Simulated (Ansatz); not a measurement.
**InPd: relaxation of cell and atoms with PBEsol0**

InPd:

```
CELL_PARAMETERS angstrom
0.00000 2.74607 2.74607
2.74607 0.00000 2.74607
2.74607 2.74607 0.00000
ATOMIC_POSITIONS crystal
In 0.00000 0.00000 0.00000
Pd 0.50000 0.50000 0.50000
```

The cell was built by a generator and needn't be a form met in nature.

```yaml
Program: Ansatz 0.2.0
Task: relaxation of cell and atoms
Functional: PBEsol0
Potentials_or_basis: Ansatz PAW
Cutoff: "420 eV (not typed: the program's choice for these potentials)"
k_mesh: 4 × 4 × 4
Occupations: fermi-dirac, width 0.05 eV
Spin: no spin polarisation
```

```
Relaxed volume                         : 19.08 Å³/atom
Relaxed cell                           : a = 3.779 Å, b = 3.779 Å, c = 3.779 Å, α = 60.00°, β = 60.00°, γ = 60.00°
Space group after relaxing (to 0.05 Å) : Fm-3m (No. 225)
Energy gained by relaxing              : 42.5 meV/atom
Ionic steps                            : 6
Pressure after relaxing                : 0.0 GPa
Band gap on the k mesh                 : none (metal or under the smearing width)
```

Step by step:
| step | energy change (eV) | largest force (eV/Å) | volume (Å³) |
| --- | --- | --- | --- |
| 1 | 0.0000 | 0.0000 | 41.42 |
| 2 | -0.0214 | 0.0000 | 35.65 |
| 3 | -0.0855 | 0.0000 | 38.60 |
| 4 | -0.0877 | 0.0000 | 38.21 |
| 5 | -0.0878 | 0.0000 | 38.15 |
| 6 | -0.0850 | 0.0000 | 38.15 |

Final structure:
```cif
data_structure
_symmetry_space_group_name_H-M 'P 1'
_symmetry_Int_Tables_number 1
_cell_length_a 3.7788
_cell_length_b 3.7788
_cell_length_c 3.7788
_cell_angle_alpha 60.000
_cell_angle_beta 60.000
_cell_angle_gamma 60.000
_cell_volume 38.15
loop_
_atom_site_label
_atom_site_type_symbol
_atom_site_fract_x
_atom_site_fract_y
_atom_site_fract_z
_atom_site_occupancy
In1 In 0.00000 0.00000 0.00000 1
Pd1 Pd 0.50000 0.50000 0.50000 1
```

Levels at points of the mesh, in eV from the Fermi level:
```
             k point  band 12  band 13  band 14  band 15  band 16  band 17  band 18  band 19
  (0.00, 0.00, 0.00)    -3.96    -3.96    -3.31    -3.31     7.52     7.52     7.52    10.35
 (0.00, 0.00, -0.50)    -4.65    -4.65    -3.44    -3.44    -1.65     9.42     9.78     9.78
(0.00, -0.50, -0.50)    -3.24    -3.24    -3.01    -2.93     1.30     2.66     2.66     7.18
```

Wall time 53 s on 1 × NVIDIA H100 80GB HBM3 with 2 threads of AMD EPYC 7R13 Processor (Zen 3), on a shared host, peak memory 1.6 GiB.

Caveat: the k mesh is coarse (spacing up to 0.50 Å⁻¹), so the values aren't converged, least of all with exact exchange; the plane-wave basis is chosen anew once the cell has moved, so the energies of steps on either side of that aren't comparable; the PAW data sets come from PBE, with cores solved anew for the run's functional, which leaves a small shift of forces and pressure.
